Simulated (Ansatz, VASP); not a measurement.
One calculation of AlPt, two programs

INCAR

```
  ALGO = Normal
  EDIFF = 1E-7
  ENCUT = 520
  ISIF = 2
  ISMEAR = -1
  LASPH = T
  LCHARG = T
  LELF = T
  LREAL = F
  LVHAR = T
  LWAVE = F
  NBANDS = 14
  NELM = 60
  PREC = Accurate
  SIGMA = 0.05
```

File KPOINTS:

```
k-points
0
Gamma
  12 12 12
```

File POSCAR:

```
AlPt
1.0
    3.0915460000      0.0000000000      0.0000000000
    0.0000000000      3.0915460000      0.0000000000
    0.0000000000      0.0000000000      3.0915460000
Al Pt
1 1
Direct
    0.0000000000      0.0000000000      0.0000000000
    0.5000000000      0.5000000000      0.5000000000
```

Input for Ansatz:

```yaml
crystal:
  lattice:
    - [3.091546, 0.0, 0.0]
    - [0.0, 3.091546, 0.0]
    - [0.0, 0.0, 3.091546]
  atoms:
    - { symbol: Al, position: [0.0, 0.0, 0.0] }
    - { symbol: Pt, position: [0.5, 0.5, 0.5] }
kpoints:
  mp_grid: { grid: [12, 12, 12] }
  band_path:
    path:
      - [0.0, 0.0, 0.0]
      - [0.0, 0.5, 0.0]
      - [0.5, 0.5, 0.0]
      - [0.0, 0.0, 0.0]
      - [0.5, 0.5, 0.5]
      - [0.0, 0.5, 0.0]
      - [0.5, 0.5, 0.5]
      - [0.5, 0.5, 0.0]
    npoints: 6
scf:
  occupations: { method: fermi_dirac, width: 0.05 }
hamiltonian:
  xc: lda
  pseudopotentials: { kind: paw }
output:
  forces: true
  stress: true
  eigenvalues: true
  populations: true
  write_density: true
  write_potential: true
  elf: true
  volumetric_format: npy
```

Change from the starting cell: volume scaled by 1, PAW files.

Alike in both runs: task single point; functional LDA; k mesh 12 × 12 × 12; occupations fermi-dirac, width 0.05 eV; no spin polarisation.

|  | VASP | Ansatz |
| --- | --- | --- |
| version | VASP 6.6.1 | Ansatz 0.2.0 |
| potentials or method | VASP PAW LDA potentials, release 64 (Al, Pt) | PAW with Ansatz's default frozen-core files, scalar-relativistic |
| plane-wave cutoff (eV) | 520 | 420 |
| valence electrons in the cell | 13 | 21 |

Ansatz gave:

- pressure (GPa): -9.8

Task: Estimate VASP's values.

Result: Pressure (GPa): -9.3.

The two sets of potentials don't hold the same shells in valence.

Spin-orbit coupling is left out, which matters for the levels of Pt.
